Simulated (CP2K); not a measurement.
Crystal: CdS (Hawleyite).

```xyz
2
Lattice="4.1246 0.0000 0.0000 2.0623 3.5720 0.0000 2.0623 1.1907 3.3677" Properties=species:S:1:pos:R:3 pbc="T T T"
Cd    0.0000    0.0000    0.0000
S     6.1868    3.5720    2.5258
```

Base run:

- Program: CP2K 2026.2
- Functional: LDA
- Potentials or basis: GTH_POTENTIALS Cd GTH-PBE-q12, S GTH-PBE-q6; DZVP-MOLOPT-SR-GTH basis
- Density cutoff: 6123 eV
- k mesh: 8 × 8 × 8
- Occupations: fermi-dirac, width 0.05 eV
- Spin: no spin polarisation

Its results: band gap on the k mesh 0.83 eV, direct; pressure -0.1 GPa.

Question: The run is repeated on the same cell with these changes: functional from LDA to PBE. What comes out?

Answer: Band gap on the k mesh 1.12 eV, direct; pressure 4.1 GPa.

PBE binds less tightly than LDA, so the same cell stands under more pressure.

Caveats: the basis of atomic orbitals isn't converged, which shifts pressures, moduli and gaps; the potentials were made for another functional, which shifts forces and pressure (some runs).

Not every run made on this cell is shown here.
